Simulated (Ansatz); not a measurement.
This was printed by a script on the Ansatz DFT code, driven from Python, for a comparison of norm-conserving and PAW potentials of Sr, space group P6_3/mmc. What did the script look like? Use (first run): PBE, PAW, the default cutoff (420 eV here), 6×6×4 k-points, Fermi-Dirac smearing of 0.15 eV.

```cif
data_structure
_symmetry_space_group_name_H-M 'P 1'
_symmetry_Int_Tables_number 1
_cell_length_a 4.3100
_cell_length_b 4.3100
_cell_length_c 7.0500
_cell_angle_alpha 90.000
_cell_angle_beta 90.000
_cell_angle_gamma 120.000
_cell_volume 113.42
loop_
_atom_site_label
_atom_site_type_symbol
_atom_site_fract_x
_atom_site_fract_y
_atom_site_fract_z
_atom_site_occupancy
Sr1 Sr 0.33333 0.66667 0.25000 1
Sr2 Sr 0.66667 0.33333 0.75000 1
```

`python nc_paw_sr.py` gives:
```text
DeckWarning: basis.ecutwfc = 420 eV, auto-derived from the records' recommended cutoffs: set by Sr (normal level)
PAW levels at the first k-point near E_F: [-3.554 -1.067  0.062  2.329  2.33   2.33   2.725  2.725  3.229  3.229]
DeckWarning: basis.ecutwfc = 925.187132 eV, auto-derived from the records' recommended cutoffs: set by Sr (normal level)
norm-conserving levels at the first k-point near E_F: [-3.555 -1.067  0.061  2.331  2.333  2.333  2.727  2.727  3.232  3.232]
     treatment  electrons in bands           P GPa  gap by band count eV
           PAW                20.0          -0.274                 0.000
norm-conserving                20.0          -0.275                 0.000
```
(Warnings from the package without file and line.)

The script that was run (others could print the same):

`nc_paw_sr.py`:
```python
"""Norm-conserving against PAW potentials for Sr."""

import ansatz as az
import numpy as np

FILLING = "Fermi-Dirac"
SIGMA = 0.15
FUNCTIONAL = "pbe"
KSPACING = 0.29


def count_gap(report):
    # lowest empty less highest filled band, counting bands; zero where they overlap
    return max(report.get("gap_by_band_count_ev") or 0.0, 0.0)

crystal = (
    az.Lattice.of((4.31, 0.0, 0.0), (-2.155, 3.73256949, 0.0), (0.0, 0.0, 7.05))
    .atom("Sr", (1 / 3, 2 / 3, 0.25))
    .atom("Sr", (2 / 3, 1 / 3, 0.75))
)

setup = crystal.calculation()
setup = setup.occupations(FILLING, width=SIGMA)
setup = setup.functional(FUNCTIONAL)
setup = setup.kpoints(spacing=KSPACING)
setup = setup.stress().forces()
setup = setup.band_table()
variants = {
    "PAW": setup.pseudopotentials("paw"),
    "norm-conserving": setup.pseudopotentials("nc"),
}
# totals differ by the cores that each treatment holds, so compare what does not depend on them
rows = []
for label, variant in variants.items():
    rep = variant.run(threads=1, pin="off").report
    levels = np.array(rep["eigenvalues_ev"][0]) - rep["fermi_energy_ev"]
    print(label, "levels at the first k-point near E_F:", np.round(levels[np.abs(levels) < 5], 3))
    rows.append((label, rep["n_electrons"], np.trace(rep["stress_gpa"]) / 3, count_gap(rep)))
print("     treatment  electrons in bands           P GPa  gap by band count eV")
for row in rows:
    print(f"{str(row[0]):>14s}  {row[1]:18.1f}  {row[2]:14.3f}  {row[3]:20.3f}")
```

PAW gives -0.274 GPa and norm-conserving -0.275 GPa, 0.001 GPa apart. They took 2.0 and 6.2 s of processor time.

Reading the output:
- The computed bands are complete only to about 3.1 eV above the Fermi level.
- The mesh is modest for a metal, so energies can be off by several to tens of meV an atom and pressures by half a GPa or more; differences at equal mesh fare better.
- The smearing is wide enough that free energy and stress hold a thermal part of the electrons.
- A gap by band count of zero or less means overlapping bands, a metal.
- This isn't the structure that Sr takes at ambient conditions.
- Levels are Kohn-Sham eigenvalues on this mesh, without spin-orbit coupling.
- Stress is positive in compression.
- Finished in 8.8 s on 1 thread of Intel(R) Xeon(R) Platinum 8259CL CPU @ 2.50GHz (Skylake/Cascade Lake) (shared host), peak memory 0.56 GiB.

(A comment or docstring line of the script was reworded after the run, the code is as it ran; lines on the test bed's own set-up are left out of the output.)
